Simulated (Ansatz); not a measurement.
## KZnF3 in Ansatz: the effect of functional

The system is KZnF3.

```xyz
5
Lattice="4.1033 0.0000 0.0000 0.0000 4.1033 0.0000 0.0000 0.0000 4.1033" Properties=species:S:1:pos:R:3 pbc="T T T"
Zn    2.0516    2.0516    2.0516
K     0.0000    0.0000    0.0000
F     2.0516    0.0000    2.0516
F     0.0000    2.0516    2.0516
F     2.0516    2.0516    0.0000
```

The cell isn't the ideal one: volume scaled by 1.04.

Alike in all runs:

```yaml
Program: Ansatz 0.2.0
Task: single point
Potentials_or_basis: Ansatz PAW
k_mesh: 7 × 7 × 7
Occupations: fermi-dirac, width 0.05 eV
Spin: no spin polarisation
```

```csv
functional,cutoff,gap on the mesh (eV),pressure (GPa)
PBEsol,420 eV (not typed: the program's choice for these potentials),3.72,-2.7
LDA,420 eV (not typed: the program's choice for these potentials),3.63,-7.4
r2SCAN,500 eV (not typed: the program's choice for these potentials),?,?
PBE,420 eV (not typed: the program's choice for these potentials),3.86,1.3
```

Question: What does the run with functional r2SCAN give?

Answer: gap on the mesh 4.63 eV; pressure -3.2 GPa.

Caveats: odd divisions of the mesh miss points on the zone boundary, where band edges often lie, so the gap on the mesh can be too wide; the PAW data sets come from PBE, with cores solved anew for the run's functional, which leaves a small shift of forces and pressure (some runs).

A k mesh can miss the band edges.
